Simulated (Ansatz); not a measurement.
# SnS2: the cost of one run

Program: Ansatz 0.2.0. Level of theory: DFT PBE, scalar-relativistic, plane waves, PAW. These are calculated values, not measurements.

4 further runs of the same task are left out: 4 set aside as unsound or not needed.

### Step 1. Starting point

Symmetry: P-3m1, No. 164, trigonal system. The conventional cell has a = 3.703 Å, b = 3.703 Å, c = 6.828 Å, α = 90.00°, β = 90.00°, γ = 120.00°. Sn (site symmetry -3m) has 6 S at 2.60 Å as nearest neighbours. S (site symmetry 3m) is surrounded by 3 Sn at 2.60 Å.

Coordinates:

```xyz
3
Lattice="3.7031 0.0000 0.0000 -1.8516 3.2070 0.0000 0.0000 0.0000 6.8277" Properties=species:S:1:pos:R:3 pbc="T T T"
Sn    0.0000    0.0000    0.0000
S     0.0000    2.1380    1.4779
S     1.8516    1.0690    5.3498
```

It goes back to an entry of the Materials Project.

This cell was relaxed beforehand with the same method: volume 27.03 Å³/atom, gap on the mesh 1.54 eV.

### Step 2. Seeking the band edges of the host

The input, input.yaml:

```yaml
crystal:
  lattice:
    - [3.703124914, 0.0, 0.0]
    - [-1.851562457, 3.2070002489, 0.0]
    - [0.0, 0.0, 6.8276761428]
  atoms:
    - { symbol: Sn, position: [0.0, 0.0, 0.0] }
    - { symbol: S, position: [0.3333333333, 0.6666666667, 0.2164499887] }
    - { symbol: S, position: [0.6666666667, 0.3333333333, 0.7835500113] }
basis:
  ecutwfc: 420
  xc_grid: 2
kpoints:
  mp_grid: { grid: [12, 12, 4] }
  band_path: { path: [VBM, CBM], npoints: 2 }
hamiltonian:
  xc: pbe
scf:
  occupations: { method: gaussian, width: 0.01 }
output:
  forces: true
  stress: true
  eigenvalues: true
```

On the command line:

```console
$ ansatz run input.yaml --threads 4 --pin off --max-ram 10240MiB --backend cpu --events-out ev --progress --plain --runs-dir out
```

**Question.** How long does this run take on 4 threads of Intel Xeon Platinum 8259CL at 2.50GHz (Skylake/Cascade Lake), shared host, and how much memory does it need?

About 5.4 s, with a peak of 0.47 GiB.
